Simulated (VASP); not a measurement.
Set up this calculation in VASP 6.6.1, as the native input.

```
Task                   : relaxation of cell and atoms
Functional             : PBEsol
Dispersion             : D3(BJ)
Potentials or basis    : VASP PAW PBE potentials, release 64 (Se)
Cutoff                 : 600 eV
k mesh                 : 20 × 20 × 20
Occupations            : gaussian, width 0.1 eV
Spin                   : no spin polarisation
Target pressure        : 125 GPa
Dipole correction      : no
Further INCAR settings : ALGO = Normal; EDIFF = 1e-06; IBRION = 2; EDIFFG = -0.002; NSW = 100; ISIF = 3
Target pressure        : 125 GPa
```

The structure of Se lies in POSCAR:

```
Se
1.0
   -1.4257398470      1.4257398470      1.4257398470
    1.4257398470     -1.4257398470      1.4257398470
    1.4257398470      1.4257398470     -1.4257398470
Se
1
Direct
    0.0000000000      0.0000000000      0.0000000000
```

This isn't the form of Se at room conditions, which is trigonal, of chains.

The input as run:

INCAR

```
SYSTEM = Se
ALGO = Normal
EDIFF = 1E-6
EDIFFG = -0.002
ENCUT = 600
GGA = PS
IBRION = 2
ISIF = 3
ISMEAR = 0
IVDW = 12
LASPH = .True.
LCHARG = .False.
LREAL = .False.
LWAVE = .False.
NELM = 100
NSW = 100
PREC = Accurate
PSTRESS = 1250.0
SIGMA = 0.1
```

KPOINTS

```
k-points
0
Gamma
  20 20 20
  0 0 0
```

Potentials or basis: VASP PAW PBE potentials, release 64 (Se).

Run with:

```console
$ cat potpaw_PBE.64/Se/POTCAR > POTCAR
$ mpirun -np 1 vasp_std > vasp.out
```

It gave:

- Relaxed volume: 11.61 Å³/atom
- Relaxed cell: a = 2.471 Å, b = 2.471 Å, c = 2.471 Å, α = 109.47°, β = 109.47°, γ = 109.47°
- Space group after relaxing (to 0.05 Å): Im-3m (No. 229)
- Energy change on relaxing (the enthalpy is what falls): -14.9 meV/atom
- Ionic steps: 3
- Pressure after relaxing: 125.0 GPa
- Band gap on the k mesh: none (metal or under the smearing width)
- Dispersion energy per atom: -0.658 eV

Caveat: the cell is relaxed towards a set pressure, so the enthalpy falls and the energy may rise; the PAW data sets were made with another functional, which shifts forces and pressure a little; pairwise dispersion overbinds metals, which lowers pressure and volume.

Wall time 16 s on 1 thread of Intel(R) Xeon(R) Platinum 8559C (Emerald Rapids), on a shared host, peak memory 0.16 GiB.
